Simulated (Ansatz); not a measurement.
Re:

```
CELL_PARAMETERS angstrom
2.76080 0.00000 0.00000
-1.38040 2.39092 0.00000
0.00000 0.00000 4.45820
ATOMIC_POSITIONS crystal
Re 0.66667 0.33333 0.75000
Re 0.33333 0.66667 0.25000
```

Base run:

| Property | Result |
| --- | --- |
| Program | Ansatz 0.2.0 |
| Functional | PBE |
| Potentials or basis | Ansatz PAW |
| Cutoff | 420 eV (not typed: the program's choice for these potentials) |
| k mesh | 11 × 11 × 6 |
| Occupations | fermi-dirac, width 0.05 eV |
| Spin | no spin polarisation |

Its results: band gap on the k mesh none (metal or under the smearing width); pressure 6.0 GPa.

Task: The run is repeated on the same cell with these changes: spin from no spin polarisation to spin-orbit coupling, no magnetisation; potential files from those of the base run to others of the same set. What comes out?

Result: Band gap on the k mesh none (metal or under the smearing width); pressure 6.7 GPa.

Caveats: spin-orbit coupling is left out, which moves the levels of the heavy elements (some runs).
